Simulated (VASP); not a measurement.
# Si (Fd-3m) in VASP: phonons with r2SCAN

Aim: the phonons of Si with r2SCAN.

Everything below comes from runs of VASP 6.6.1. Logs are shortened: lines on timing, memory, paths and dates and some standing lists are left out, and cuts for length are marked.

### Step 1. The crystal as given

It takes space group Fd-3m (No. 227, cubic). The conventional cell has a = 5.427 Å, b = 5.427 Å, c = 5.427 Å, α = 90.00°, β = 90.00°, γ = 90.00°. Around Si (site symmetry -43m) lie 4 Si at 2.35 Å.

### Step 2. Phonons, r2SCAN

File POSCAR:

```
Si
1.0
    0.0000000000      2.7135600000      2.7135600000
    2.7135600000      0.0000000000      2.7135600000
    2.7135600000      2.7135600000      0.0000000000
Si
2
Direct
    0.7500000000      0.7500000000      0.7500000000
    0.5000000000      0.5000000000      0.5000000000
```

File INCAR.step1:

```
SYSTEM = Si
PREC = Accurate
ENCUT = 600
EDIFF = 1E-8
ISMEAR = 0
SIGMA = 0.02
LREAL = .FALSE.
LASPH = .TRUE.
NELM = 100
ALGO = Normal
ISIF = 3
LWAVE = .FALSE.
LCHARG = .FALSE.
METAGGA = R2SCAN
LMIXTAU = .TRUE.
IBRION = 2
NSW = 40
EDIFFG = -0.002
```

File INCAR.step2:

```
SYSTEM = Si
PREC = Accurate
ENCUT = 600
EDIFF = 1E-8
ISMEAR = 0
SIGMA = 0.02
LREAL = .FALSE.
LASPH = .TRUE.
NELM = 100
ALGO = Normal
ISIF = 2
LWAVE = .FALSE.
LCHARG = .FALSE.
METAGGA = R2SCAN
LMIXTAU = .TRUE.
IBRION = 6
NFREE = 2
POTIM = 0.015
NSW = 1
```

File KPOINTS:

```
Automatic mesh
0
G
  10 10 10
  0 0 0
```

Potentials or basis: VASP PAW PBE potentials, release 64 (Si).

Started as:

```bash
$ cat potpaw_PBE.64/Si/POTCAR > POTCAR
$ cp INCAR.step1 INCAR
$ mpirun -np 1 vasp_std > vasp.out
$ cp CONTCAR POSCAR
$ cp INCAR.step2 INCAR
$ mpirun -np 1 vasp_std > vasp.out
```

OUTCAR:

```text
SYSTEM = Si
   PREC = Accurate
   ENCUT = 600
   EDIFF = 1E-8
   ISMEAR = 0
   LREAL = .FALSE.
   LASPH = .TRUE.
   NELM = 100
   ISIF = 2
   METAGGA = R2SCAN
   IBRION = 6
   NFREE = 2
   POTIM = 0.015
   NSW = 1

 ion  position               nearest neighbor table
   1  0.750  0.750  0.750-   2 2.36   2 2.36   2 2.36   2 2.36
   2  0.500  0.500  0.500-   1 2.36   1 2.36   1 2.36   1 2.36

  LATTYP: Found a face centered cubic cell.
 ALAT       =     5.4397140305

  Lattice vectors:

 A1 = (   0.0000000000,   2.7198570152,   2.7198570152)
 A2 = (   2.7198570152,   0.0000000000,   2.7198570152)
 A3 = (   2.7198570152,   2.7198570152,   0.0000000000)

Analysis of symmetry for initial positions (statically):
=====================================================================
 Subroutine PRICEL returns:
 Original cell was already a primitive cell.

 Routine SETGRP: Setting up the symmetry group for a
 face centered cubic supercell.

 Subroutine GETGRP returns: Found 48 space group operations
 (whereof 24 operations were pure point group operations)
 out of a pool of 48 trial point group operations.

The static configuration has the point symmetry T_d .
 The point group associated with its full space group is O_h .

Analysis of symmetry for dynamics (positions and initial velocities):
=====================================================================
 Subroutine PRICEL returns:
 Original cell was already a primitive cell.

 Routine SETGRP: Setting up the symmetry group for a
 face centered cubic supercell.

 Subroutine GETGRP returns: Found 48 space group operations
 (whereof 24 operations were pure point group operations)
 out of a pool of 48 trial point group operations.

The dynamic configuration has the point symmetry T_d .
 The point group associated with its full space group is O_h .

 Subroutine INISYM returns: Found 48 space group operations
 (whereof 24 operations are pure point group operations),
 and found     1 'primitive' translations

----------------------------------------------------------------------------------------

                                     Primitive cell

  volume of cell :      40.2409
[... 149 lines left out ...]
  external PRESSURE =       0.0514124 kB  Pullay stress =       0.0000000 kB
[... 59 lines left out ...]
--------------------------------------- Ionic step        3  -------------------------------------------

 number of electron       8.0000000 magnetization

 Free energy of the ion-electron system (eV)
  ---------------------------------------------------
  ext. energy  EPLUGINS =         0.00000000
  ---------------------------------------------------
  free energy    TOTEN  =       -17.54802964 eV

  energy without entropy =      -17.54802964  energy(sigma->0) =      -17.54802964

 E-fermi :   5.8952     XC(G=0):  -9.8354

 val. band max:        5.7640080942   @ k =   0.0000   0.0000   0.0000
 cond. band min:       6.4741375830   @ k =   0.0000   0.4000   0.4000
 fundamental gap:      0.7101294888
 Fermi energy:         5.8952183505

 k-point     1 :       0.0000    0.0000    0.0000
  band No.  band energies     occupation
      1      -6.8039      2.00000
      2       5.6106      2.00000
      3       5.6879      2.00000
      4       5.7640      2.00000
      5       8.3980      0.00000
      6       8.4425      0.00000
      7       8.4886      0.00000
      8       9.6147      0.00000
[... 243 lines left out ...]
 k-point    24 :       0.4000    0.3000    0.0000
  band No.  band energies     occupation
      1      -4.5332      2.00000
      2       0.0466      2.00000
      3       2.7280      2.00000
      4       3.1283      2.00000
      5       6.9484      0.00000
      6       8.2068      0.00000
      7      13.1393      0.00000
      8      13.2505      0.00000

 [... further k-points ...]
[... 5 lines left out ...]
  --------------------------------------------------------------------------------------
  -------------------------------------------------------------------------------------
  Total        0.0007903      0.0045229      0.0045229      0.0000000      0.1425507      0.0000000
  in kB        0.0314659      0.1800769      0.1800769      0.0000000      5.6755984      0.0000000
  external PRESSURE =       0.1305399 kB  Pullay stress =       0.0000000 kB
[... 17 lines left out ...]
  FREE ENERGIE OF THE ION-ELECTRON SYSTEM (eV)
  ---------------------------------------------------
  free  energy   TOTEN  =       -17.5480296360 eV

  energy  without entropy=      -17.5480296360  energy(sigma->0) =      -17.54802964

 INTERNAL STRAIN TENSORS FROM DISPLACED ATOMS
 ============================================

 INTERNAL STRAIN TENSOR FOR ION    1 for displacements in x,y,z  (eV/Angst):
          X           Y           Z          XY          YZ          ZX
  --------------------------------------------------------------------------------
  x    -0.00000    -0.00000    -0.00000     0.00000    -9.50302     0.00000
  y    -0.00000     0.00000    -0.00000     0.00000     0.00000    -9.50302
  z    -0.00000    -0.00000    -0.00000    -9.50302     0.00000     0.00000

 INTERNAL STRAIN TENSOR FOR ION    2 for displacements in x,y,z  (eV/Angst):
          X           Y           Z          XY          YZ          ZX
  --------------------------------------------------------------------------------
  x     0.00000     0.00000     0.00000     0.00000     9.50302     0.00000
  y     0.00000    -0.00000     0.00000     0.00000     0.00000     9.50302
  z     0.00000     0.00000     0.00000     9.50302     0.00000     0.00000

 Eigenvectors and eigenvalues of the dynamical matrix
 ----------------------------------------------------

   1 f  =   15.546935 THz    97.684273 2PiTHz  518.589926 cm-1    64.296927 meV
             X         Y         Z           dx          dy          dz
      4.079786  4.079786  4.079786     0.000000    0.138675    0.693375
      2.719857  2.719857  2.719857     0.000000   -0.138675   -0.693375
[... 16 lines left out ...]
   5 f  =    0.000000 THz     0.000000 2PiTHz    0.000000 cm-1     0.000000 meV
             X         Y         Z           dx          dy          dz
      4.079786  4.079786  4.079786     0.707107    0.000000    0.000000
      2.719857  2.719857  2.719857     0.707107    0.000000    0.000000

   6 f/i=    0.000000 THz     0.000001 2PiTHz    0.000007 cm-1     0.000001 meV
             X         Y         Z           dx          dy          dz
      4.079786  4.079786  4.079786     0.000000    0.162460    0.688191
      2.719857  2.719857  2.719857     0.000000    0.162460    0.688191

 ELASTIC MODULI CONTR FROM IONIC RELAXATION (kBar)
 Direction    XX          YY          ZZ          XY          YZ          ZX
 --------------------------------------------------------------------------------
 XX          -0.0000     -0.0000     -0.0000     -0.0000     -0.0000     -0.0000
 YY          -0.0000     -0.0000     -0.0000     -0.0000     -0.0000      0.0000
 ZZ          -0.0000     -0.0000     -0.0000     -0.0000     -0.0000     -0.0000
 XY          -0.0000     -0.0000     -0.0000   -258.9007      0.0000      0.0000
 YZ          -0.0000     -0.0000     -0.0000      0.0000   -258.9007      0.0000
 ZX          -0.0000      0.0000     -0.0000      0.0000      0.0000   -258.9007
 --------------------------------------------------------------------------------
```

Wall time 7.6 min (1 thread of AMD EPYC 9R45 (Zen 5), shared host); peak memory 0.22 GiB.

What came out:

```yaml
Relaxed_volume: 20.12 Å³/atom
Relaxed_cell: a = 3.846 Å, b = 3.846 Å, c = 3.846 Å, α = 60.00°, β = 60.00°, γ = 60.00°
Space_group_after_relaxing_to_0.05_Å: Fd-3m (No. 227)
Highest_phonon_frequency_at_Γ: 519 cm⁻¹
```

Step by step:
| step | energy change (eV) | largest force (eV/Å) | pressure (GPa) | volume (Å³) |
| --- | --- | --- | --- | --- |
| 1 | 0.0000 | 0.0000 | 0.69 | 39.96 |
| 2 | -0.0002 | 0.0000 | -0.53 | 40.46 |
| 3 | -0.0006 | 0.0000 | 0.00 | 40.24 |

Final structure:
```cif
data_structure
_symmetry_space_group_name_H-M 'P 1'
_symmetry_Int_Tables_number 1
_cell_length_a 3.8465
_cell_length_b 3.8465
_cell_length_c 3.8465
_cell_angle_alpha 60.000
_cell_angle_beta 60.000
_cell_angle_gamma 60.000
_cell_volume 40.24
loop_
_atom_site_label
_atom_site_type_symbol
_atom_site_fract_x
_atom_site_fract_y
_atom_site_fract_z
_atom_site_occupancy
Si1 Si 0.75000 0.75000 0.75000 1
Si2 Si 0.50000 0.50000 0.50000 1
```

Phonon frequencies in cm⁻¹ (negative: imaginary):
```tsv
q point	frequencies
(0.000, 0.000, 0.000)	0 0 0 519 519 519
```

Caveat: the PAW data sets were made with another functional, which shifts forces and pressure a little.
